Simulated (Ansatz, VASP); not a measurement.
# InPd in VASP and in Ansatz

```
In Pd
1.0
     3.27188    0.00000    0.00000
     0.00000    3.27188    0.00000
     0.00000    0.00000    3.27188
In Pd
1 1
Cartesian
  0.0000 0.0000 0.0000
  1.3177 1.3177 1.4109
```

Alike in both runs: task single point; functional PBE; k mesh 14 × 14 × 14; occupations gaussian, width 0.15 eV; no spin polarisation.

```csv
,VASP,Ansatz
version,VASP 6.6.1,Ansatz 0.2.0
potentials or method,"VASP PAW PBE potentials, release 64 (In_d, Pd)","scalar-relativistic, plane waves, PAW"
plane-wave cutoff (eV),520,420
valence electrons in the cell,23,31
```

|  | VASP | Ansatz | Ansatz less VASP |
| --- | --- | --- | --- |
| gap on the k mesh at the Fermi level (eV) | none | none | - |
| pressure (GPa) | 18.3 | 18.2 | -0.11 |
| largest component of the traceless stress (GPa) | 12.17 | 12.12 | -0.050 |
| rms of the force components (eV/Å) | 2.389 | 2.377 | -0.0125 |

Atom by atom the forces differ by 0.013 eV/Å (rms over components). A gap of «none» marks a metal or a gap that the smearing closes. With one functional, cell and mesh, what is left measures potentials, basis and numerics. The two sets of potentials don't hold the same shells in valence.

Caveats: so large a pressure means that the cell lies far from this level's equilibrium, or that cutoff or potentials fall short (VASP); forces of over 1 eV/Å show positions far from the minimum, so gaps and moduli don't describe the material at rest.
